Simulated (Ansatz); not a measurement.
**The equilibrium volume of Te2Mo, sorted by core time**

```xyz
6
Lattice="3.5182 0.0000 0.0000 -1.7591 3.0469 0.0000 0.0000 0.0000 13.9736" Properties=species:S:1:pos:R:3 pbc="T T T"
Te    1.7591    1.0156    5.2960
Te    0.0000    2.0312   12.2828
Te    1.7591    1.0156    1.6908
Te    0.0000    2.0312    8.6776
Mo    1.7591    1.0156   10.4802
Mo    0.0000    2.0312    3.4934
```

| rung | level | program and potentials | cutoff (eV) | k mesh | smearing | core time | chip | equilibrium volume (Å³/atom) | notes |
| --- | --- | --- | --- | --- | --- | --- | --- | --- | --- |
| GGA + dispersion | PBEsol+D3(BJ)+ATM | Ansatz, Ansatz PAW | 420 | 9 × 9 × 2 | fermi-dirac 0.05 | 50 s | Intel Xeon | 22.92 | potentials made for PBE, which Ansatz adapts in part |
| GGA + dispersion | revPBE+D4 | Ansatz, Ansatz PAW | 420 | 7 × 7 × 2 | fermi-dirac 0.05 | 53 s | Arm Neoverse V2 | 23.76 | potentials made for PBE, which Ansatz adapts in part |
| GGA + dispersion | revPBE+D3(BJ) | Ansatz, Ansatz PAW | 420 | 7 × 7 × 2 | fermi-dirac 0.05 | 53 s | Arm Neoverse V2 | 23.17 | potentials made for PBE, which Ansatz adapts in part |
| GGA + dispersion | PBE+D3(BJ) | Ansatz, Ansatz PAW | 420 | 9 × 9 × 2 | fermi-dirac 0.05 | 55 s | Arm Neoverse V1 | 24.18 | - |
| meta-GGA + dispersion | r2SCAN+D3(BJ) | Ansatz, Ansatz PAW | 500 | 9 × 9 × 2 | fermi-dirac 0.05 | 61 s | Intel Xeon 6975P-C Granite Rapids | 25.45 | potentials made for PBE, which Ansatz adapts in part |
| GGA | PBEsol | Ansatz, Ansatz PAW | 420 | 9 × 9 × 2 | fermi-dirac 0.05 | 70 s | Intel Xeon Skylake/Cascade Lake | 24.69 | potentials made for PBE, which Ansatz adapts in part |
| meta-GGA + dispersion | r2SCAN+D3(BJ)+ATM | Ansatz, Ansatz PAW | 500 | 9 × 9 × 2 | fermi-dirac 0.05 | 78 s | Intel Xeon 6975P-C Granite Rapids | 25.79 | potentials made for PBE, which Ansatz adapts in part |
| meta-GGA | r2SCAN | Ansatz, Ansatz PAW | 500 | 9 × 9 × 2 | fermi-dirac 0.05 | 95 s | Intel Xeon 6975P-C Granite Rapids | 26.99 | potentials made for PBE, which Ansatz adapts in part |
| LDA | LDA | Ansatz, Ansatz PAW | 420 | 9 × 9 × 2 | fermi-dirac 0.05 | 97 s | Intel Xeon Skylake/Cascade Lake | 23.96 | potentials made for PBE, which Ansatz adapts in part |
| GGA + dispersion | revPBE+D4 | Ansatz, Ansatz PAW | 420 | 9 × 9 × 2 | fermi-dirac 0.05 | 1.7 min | Intel Xeon Skylake/Cascade Lake | (a) | potentials made for PBE, which Ansatz adapts in part |
| meta-GGA + dispersion | r2SCAN+D4 | Ansatz, Ansatz PAW | 500 | 9 × 9 × 2 | fermi-dirac 0.05 | 1.9 min | Intel Xeon 6975P-C Granite Rapids | 25.87 | potentials made for PBE, which Ansatz adapts in part |
| GGA + dispersion | PBEsol+D4 | Ansatz, Ansatz PAW | 420 | 9 × 9 × 2 | fermi-dirac 0.05 | 1.9 min | Intel Xeon Skylake/Cascade Lake | (b) | potentials made for PBE, which Ansatz adapts in part |
| meta-GGA + dispersion | r2SCAN+rVV10 | Ansatz, Ansatz PAW | 500 | 9 × 9 × 2 | fermi-dirac 0.05 | 3 min | Intel Xeon 6975P-C Granite Rapids | (c) | potentials made for PBE, which Ansatz adapts in part |

Times are single runs on shared hosts and different chips, so they are rough; meshes, cutoffs and the tasks' sizes weigh on the time. Task: relaxation of cell and atoms. All rows: no spin polarisation. Smearing widths are in eV. Meshes differ between rows, which moves values too. Meshes are those of the run's cell of 6 atoms unless a note names another. Relaxations start from the cell shown or near it and stop with a little pressure left. Runs on faulty files, with rough fits or with known faults for this quantity aren't shown. No row holds spin-orbit coupling.

Q: Estimate the values left out from the other rows.

A: (a) 23.77 Å³/atom; (b) 23.41 Å³/atom; (c) 25.68 Å³/atom.
